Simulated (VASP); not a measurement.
# Sn (Fd-3m) in VASP: band structure with PBE

Aim: the band structure of Sn with PBE.

All numbers are computed with VASP 6.6.1; they aren't measurements. Logs are shortened: lines on timing, memory, paths and dates and some standing lists are left out, and cuts for length are marked.

**1. Starting point**

It takes space group Fd-3m (No. 227, cubic). The conventional cell has a = 6.695 Å, b = 6.695 Å, c = 6.695 Å, α = 90.00°, β = 90.00°, γ = 90.00°. Around Sn (site symmetry -43m) lie 4 Sn at 2.90 Å.

This isn't the form of Sn at room conditions, which is tetragonal (white tin).

**2. Band structure, PBE**

The input, POSCAR:

```
Sn                                      
1.0
    0.0000000000      3.3473096273      3.3473096273
    3.3473096273     -0.0000000000      3.3473096273
    3.3473096273      3.3473096273      0.0000000000
  Sn            
     2
Direct
     0.0000000000000000    0.0000000000000000    0.0000000000000000
     0.2500000000000000    0.2500000000000000    0.2500000000000000
```

The input, INCAR.step1:

```
SYSTEM = Sn
PREC     = Accurate       ! precision mode
ENCUT    = 520            ! plane-wave cutoff, eV
EDIFF    = 1E-7           ! SCF threshold, eV
ISMEAR   = 0              ! smearing method
SIGMA    = 1.0            ! smearing width, eV
LREAL    = .False.        ! projectors in reciprocal space
LASPH    = .True.         ! aspherical terms in the spheres
NELM     = 80             ! most SCF steps
ALGO     = Normal         ! electronic algorithm
ISIF     = 2              ! what is computed and relaxed
LWAVE    = .False.        ! write WAVECAR
LCHARG   = .True.         ! write CHGCAR
GGA      = PE             ! functional
```

The input, KPOINTS.step1:

```
regular mesh
0
Gamma
  8 8 8
  0 0 0
```

The input, INCAR.step2:

```
SYSTEM = Sn
PREC     = Accurate       ! precision mode
ENCUT    = 520            ! plane-wave cutoff, eV
EDIFF    = 1E-7           ! SCF threshold, eV
ISMEAR   = 0              ! smearing method
SIGMA    = 0.05           ! smearing width, eV
LREAL    = .False.        ! projectors in reciprocal space
LASPH    = .True.         ! aspherical terms in the spheres
NELM     = 80             ! most SCF steps
ALGO     = Normal         ! electronic algorithm
ISIF     = 2              ! what is computed and relaxed
LWAVE    = .False.        ! write WAVECAR
LCHARG   = .False.        ! write CHGCAR
GGA      = PE             ! functional
ICHARG   = 11             ! starting density
```

The input, KPOINTS.step2:

```
path GXWKGLUWLK,UX
15
line-mode
reciprocal
 0.0000000000  0.0000000000  0.0000000000  G
 0.5000000000  0.0000000000  0.5000000000  X

 0.5000000000  0.0000000000  0.5000000000  X
 0.5000000000  0.2500000000  0.7500000000  W

 0.5000000000  0.2500000000  0.7500000000  W
 0.3750000000  0.3750000000  0.7500000000  K

 0.3750000000  0.3750000000  0.7500000000  K
 0.0000000000  0.0000000000  0.0000000000  G

 0.0000000000  0.0000000000  0.0000000000  G
 0.5000000000  0.5000000000  0.5000000000  L

 0.5000000000  0.5000000000  0.5000000000  L
 0.6250000000  0.2500000000  0.6250000000  U

 0.6250000000  0.2500000000  0.6250000000  U
 0.5000000000  0.2500000000  0.7500000000  W

 0.5000000000  0.2500000000  0.7500000000  W
 0.5000000000  0.5000000000  0.5000000000  L

 0.5000000000  0.5000000000  0.5000000000  L
 0.3750000000  0.3750000000  0.7500000000  K

 0.6250000000  0.2500000000  0.6250000000  U
 0.5000000000  0.0000000000  0.5000000000  X
```

Potentials or basis: VASP PAW PBE potentials, release 64 (Sn_d).

The run is started by

```bash
$ cat potpaw_PBE.64/Sn_d/POTCAR > POTCAR
$ cp INCAR.step1 INCAR
$ cp KPOINTS.step1 KPOINTS
$ mpirun -np 1 vasp_std > vasp.out
$ cp INCAR.step2 INCAR
$ cp KPOINTS.step2 KPOINTS
$ mpirun -np 1 vasp_std > vasp.out
```

OUTCAR:

```text
SYSTEM = Sn
   PREC = Accurate
   ENCUT = 520
   EDIFF = 1E-7
   ISMEAR = 0
   LREAL = .False.
   LASPH = .True.
   NELM = 80
   ISIF = 2
   GGA = PE
   ICHARG = 11

 ion  position               nearest neighbor table
   1  0.000  0.000  0.000-   2 2.90   2 2.90   2 2.90   2 2.90
   2  0.250  0.250  0.250-   1 2.90   1 2.90   1 2.90   1 2.90

  LATTYP: Found a face centered cubic cell.
 ALAT       =     6.6946192546

  Lattice vectors:

 A1 = (   0.0000000000,   3.3473096273,   3.3473096273)
 A2 = (   3.3473096273,   0.0000000000,   3.3473096273)
 A3 = (   3.3473096273,   3.3473096273,   0.0000000000)

Analysis of symmetry for initial positions (statically):
=====================================================================
 Subroutine PRICEL returns:
 Original cell was already a primitive cell.

 Routine SETGRP: Setting up the symmetry group for a
 face centered cubic supercell.

 Subroutine GETGRP returns: Found 48 space group operations
 (whereof 24 operations were pure point group operations)
 out of a pool of 48 trial point group operations.

The static configuration has the point symmetry T_d .
 The point group associated with its full space group is O_h .

Analysis of symmetry for dynamics (positions and initial velocities):
=====================================================================
 Subroutine PRICEL returns:
 Original cell was already a primitive cell.

 Routine SETGRP: Setting up the symmetry group for a
 face centered cubic supercell.

 Subroutine GETGRP returns: Found 48 space group operations
 (whereof 24 operations were pure point group operations)
 out of a pool of 48 trial point group operations.

The dynamic configuration has the point symmetry T_d .
 The point group associated with its full space group is O_h .

 Subroutine INISYM returns: Found 48 space group operations
 (whereof 24 operations are pure point group operations),
 and found     1 'primitive' translations

----------------------------------------------------------------------------------------

                                     Primitive cell

  volume of cell :      75.0097

  direct lattice vectors                    reciprocal lattice vectors
     0.000000000  3.347309627  3.347309627    -0.149373693  0.149373693  0.149373693
     3.347309627  0.000000000  3.347309627     0.149373693 -0.149373693  0.149373693
     3.347309627  3.347309627  0.000000000     0.149373693  0.149373693 -0.149373693

[... 75 lines left out ...]
   ENCUT  =  520.0 eV  38.22 Ry    6.18 a.u.   8.80  8.80  8.80*2*pi/ulx,y,z
   NELM   =     80;   NELMIN=  2; NELMDL=  0     # of ELM steps
   EDIFF  = 0.1E-06   stopping-criterion for ELM
   LREAL  =      F    real-space projection
   EDIFFG = 0.1E-05   stopping-criterion for IOM
   NSW    =      0    number of steps for IOM
   IBRION =     -1    ionic relax: 0-MD 1-quasi-New 2-CG
   NFREE  =      0    steps in history (QN), initial steepest desc. (CG)
   ISIF   =      2    stress and relaxation
   ISYM   =      2    0-nonsym 1-usesym 2-fastsym
   POTIM  = 0.5000    time-step for ionic-motion
   TEBEG  =    0.0;   TEEND  =   0.0 temperature during run
   PSTRESS=    0.0 pullay stress
   NELECT =      28.0000    total number of electrons
   NUPDOWN=      -1.0000    fix difference up-down
   EMIN   =  10.00;   EMAX   =-10.00  energy-range for DOS
   EFERMI =   0.00;   METHOD = LEGACY
   ISMEAR =     0;   SIGMA  =   0.05  broadening in eV -4-tet -1-fermi 0-gaus
   EFERMI_NEDOS =   21; number of points for ismear=-14 and -15
   IALGO  =     38    algorithm
   IMIX   =      4    mixing-type and parameters
     AMIX     =   0.40;   BMIX     =  1.00
     AMIX_MAG =   1.60;   BMIX_MAG =  1.00
  volume/ion in A,a.u.               =      37.50       253.10
  Fermi-wavevector in a.u.,A,eV,Ry     =   1.178750  2.227514 18.904629  1.389451
  Thomas-Fermi vector in A             =   2.315073
   LORBIT       =      0    0 simple, 1 ext, 2 COOP (PROOUT), +10 PAW based schemes
   GGA     = PE    functional components
   LHFCALC =     F    Hartree Fock is set to
   AEXX    =    0.0000 exact exchange contribution
   IVDW    =     0    specifies the selected vdW correction
   LEPSILON=     F    determine dielectric tensor
   LRPA    =     F    only Hartree local field effects (RPA)
 non-spin polarized calculation
 Gauss-broadening in eV      SIGMA  =   0.05
  energy-cutoff  :      520.00
  volume of cell :       75.01
 maximum number of plane-waves:      2044
 NGX is ok and might be reduce to    36

 number of electron      28.0000016 magnetization

 Free energy of the ion-electron system (eV)
  ---------------------------------------------------
  ext. energy  EPLUGINS =         0.00000000
  ---------------------------------------------------
  free energy    TOTEN  =        -7.81073351 eV

  energy without entropy =       -7.80885901  energy(sigma->0) =       -7.80979626

 E-fermi :   4.6996     XC(G=0):  -8.4904

 val. band max:        4.6901616400   @ k =   0.0268   0.0268   0.0536
 cond. band min:       4.7005507798   @ k =   0.0357   0.0000   0.0357
 fundamental gap:      0.0103891399
 Fermi energy:         4.6996038376

 k-point     1 :       0.0000    0.0000    0.0000
  band No.  band energies     occupation
      1     -16.8391      2.00000
      2     -16.8391      2.00000
      3     -16.8391      2.00000
      4     -16.7900      2.00000
      5     -16.7900      2.00000
      6     -16.5504      2.00000
[... 481 lines left out ...]
      5     -16.6700      2.00000
      6     -16.6700      2.00000
[... 10 lines left out ...]
     17      10.1837      0.00000
     18      10.1837      0.00000

 [... further k-points ...]

------------------------ aborting loop because EDIFF is reached ----------------------------------------

  FORCE on cell =-STRESS in cart. coord.  units (eV):
  Direction    XX          YY          ZZ          XY          YZ          ZX
  --------------------------------------------------------------------------------------
  -------------------------------------------------------------------------------------
  Total        0.7037531      0.7037531      0.7037531     -0.0000000     -0.0000000     -0.0000000
  in kB       15.0318778     15.0318778     15.0318778     -0.0000000     -0.0000000     -0.0000000
  external PRESSURE =      15.0318778 kB  Pullay stress =       0.0000000 kB

 VOLUME and BASIS-vectors are now :
 -----------------------------------------------------------------------------
  energy-cutoff  :      520.00
  volume of cell :       75.01
      direct lattice vectors                 reciprocal lattice vectors
     0.000000000  3.347309627  3.347309627    -0.149373693  0.149373693  0.149373693
     3.347309627  0.000000000  3.347309627     0.149373693 -0.149373693  0.149373693
     3.347309627  3.347309627  0.000000000     0.149373693  0.149373693 -0.149373693

 POSITION                                       TOTAL-FORCE (eV/Angst)
 -----------------------------------------------------------------------------------
      0.00000      0.00000      0.00000         0.000000      0.000000      0.000000
      1.67365      1.67365      1.67365        -0.000000     -0.000000     -0.000000
 -----------------------------------------------------------------------------------
    total drift:                                0.000000      0.000000      0.000000

  FREE ENERGIE OF THE ION-ELECTRON SYSTEM (eV)
  ---------------------------------------------------
  free  energy   TOTEN  =        -7.8107335135 eV

  energy  without entropy=       -7.8088590119  energy(sigma->0) =       -7.80979626
```

OSZICAR.step1:

```text
N       E                     dE             d eps       ncg     rms          rms(c)
DAV:   1     0.205359161835E+03    0.20536E+03   -0.14954E+04  1048   0.213E+03
DAV:   2     0.122796821198E+02   -0.19308E+03   -0.19090E+03  1044   0.438E+02
DAV:   3    -0.716048990778E+01   -0.19440E+02   -0.19222E+02  1210   0.146E+02
DAV:   4    -0.780375438577E+01   -0.64326E+00   -0.64033E+00  1146   0.280E+01
DAV:   5    -0.782849422012E+01   -0.24740E-01   -0.24737E-01  1418   0.531E+00    0.273E+00
DAV:   6    -0.780179924888E+01    0.26695E-01   -0.25520E-02  1240   0.227E+00    0.160E+00
DAV:   7    -0.778916910828E+01    0.12630E-01   -0.36218E-02  1152   0.228E+00    0.149E-01
DAV:   8    -0.779043487919E+01   -0.12658E-02   -0.42433E-03  1126   0.852E-01    0.466E-02
DAV:   9    -0.779077405542E+01   -0.33918E-03   -0.48063E-04  1298   0.145E-01    0.123E-02
DAV:  10    -0.779079245401E+01   -0.18399E-04   -0.37292E-05  1196   0.574E-02    0.568E-03
DAV:  11    -0.779079721717E+01   -0.47632E-05   -0.79953E-06  1090   0.173E-02    0.760E-04
DAV:  12    -0.779079720739E+01    0.97748E-08   -0.14856E-07   890   0.343E-03
   1 F= -.77907972E+01 E0= -.76371480E+01  d E =-.307298E+00
```

It took 49 s on 1 thread of Intel Xeon 6975P-C (Granite Rapids), shared host; peak memory 0.3 GiB.

What came out:

| Quantity | Value |
| --- | --- |
| Band gap along the path | none (metal or under the smearing width) |

Levels at the corners of the path, in eV from the Fermi level:
| point | band 12 | band 13 | band 14 | band 15 | band 16 | band 17 |
| --- | --- | --- | --- | --- | --- | --- |
| Γ | -1.31 | 0.05 | 0.05 | 0.05 | 2.11 | 2.11 |
| X | -7.26 | -2.21 | -2.21 | 0.88 | 0.88 | 7.10 |
| X | -7.26 | -2.21 | -2.21 | 0.88 | 0.88 | 7.10 |
| W | -7.22 | -2.71 | -2.71 | 3.11 | 3.11 | 3.96 |
| W | -7.22 | -2.71 | -2.71 | 3.11 | 3.11 | 3.96 |
| K | -6.81 | -3.00 | -1.89 | 1.10 | 3.17 | 5.34 |
| K | -6.81 | -3.00 | -1.89 | 1.10 | 3.17 | 5.34 |
| Γ | -1.31 | 0.05 | 0.05 | 0.05 | 2.11 | 2.11 |
| Γ | -1.31 | 0.05 | 0.05 | 0.05 | 2.11 | 2.11 |
| L | -6.02 | -1.02 | -1.02 | -0.21 | 3.15 | 3.15 |
| L | -6.02 | -1.02 | -1.02 | -0.21 | 3.15 | 3.15 |
| U | -6.81 | -3.00 | -1.89 | 1.10 | 3.17 | 5.34 |
| U | -6.81 | -3.00 | -1.89 | 1.10 | 3.17 | 5.34 |
| W | -7.22 | -2.71 | -2.71 | 3.11 | 3.11 | 3.96 |
| W | -7.22 | -2.71 | -2.71 | 3.11 | 3.11 | 3.96 |
| L | -6.02 | -1.02 | -1.02 | -0.21 | 3.15 | 3.15 |
| L | -6.02 | -1.02 | -1.02 | -0.21 | 3.15 | 3.15 |
| K | -6.81 | -3.00 | -1.89 | 1.10 | 3.17 | 5.34 |
| U | -6.81 | -3.00 | -1.89 | 1.10 | 3.17 | 5.34 |
| X | -7.26 | -2.21 | -2.21 | 0.88 | 0.88 | 7.10 |

Caveat: the log is that of the step along the path at fixed density, whose energy, stress, charges and moments have no meaning; spin-orbit coupling is left out, which moves the levels of the heavy elements.
